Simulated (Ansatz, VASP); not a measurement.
# Two plane-wave programs on I

```
I
1.0
    -1.61746    1.61746    4.26481
     1.61746   -1.61746    4.26481
     1.61746    1.61746   -4.26481
I
1
Direct
  0.00000 0.00000 0.00000
```

Alike in both runs: task single point; functional PBEsol; k mesh 22 × 22 × 22; occupations gaussian, width 0.15 eV; no spin polarisation.

|  | VASP | Ansatz |
| --- | --- | --- |
| version | VASP 6.6.1 | Ansatz 0.2.0 |
| potentials or method | VASP PAW PBE potentials, release 64 (I) | scalar-relativistic, plane waves, PAW |
| plane-wave cutoff (eV) | 520 | 420 |
| valence electrons in the cell | 7 | 17 |

```csv
,VASP,Ansatz,Ansatz less VASP
gap on the k mesh at the Fermi level (eV),none,none,-
pressure (GPa),-1.5,-1.5,+0.01
largest component of the traceless stress (GPa),0.95,0.95,-0.003
```

A gap of «none» marks a metal or a gap that the smearing closes. With one functional, cell and mesh, what is left measures potentials, basis and numerics. The two sets of potentials don't hold the same shells in valence.

Caveats: the PAW data sets were made with another functional, which shifts forces and pressure a little (VASP); an odd number of electrons without spin polarisation forces a metal; a magnetic or distorted state may lie lower. The runs have no spin-orbit coupling, so splittings on I are missing.
